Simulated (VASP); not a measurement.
The system is Si.

```
Si
1.0
     3.83132    0.00000    0.00000
    -1.91566    3.31802    0.00000
     0.00000    0.00000    6.33262
Si
4
Direct
  0.66667 0.33333 0.93699
  0.33333 0.66667 0.43699
  0.66667 0.33333 0.56301
  0.33333 0.66667 0.06301
```

This isn't the form of Si at room conditions, which is diamond.

Base run:

| Property | Result |
| --- | --- |
| Program | VASP 6.6.1 |
| Functional | HSE03 |
| Potentials or basis | VASP PAW PBE potentials, release 64 (Si) |
| Cutoff | 520 eV |
| k mesh | 6 × 6 × 4 |
| Occupations | gaussian, width 0.02 eV |
| Spin | no spin polarisation |

Its results: band gap on the k mesh 0.83 eV, indirect (least direct gap 1.54 eV); pressure -0.1 GPa; largest force 0.023 eV/Å.

Question: The run is repeated on the same cell with these changes: functional from HSE03 to HSE06. What comes out?

Answer: Band gap on the k mesh 0.99 eV, indirect (least direct gap 1.71 eV); pressure -0.4 GPa; largest force 0.023 eV/Å.

Caveats: the PAW data sets were made with another functional, which shifts forces and pressure a little.
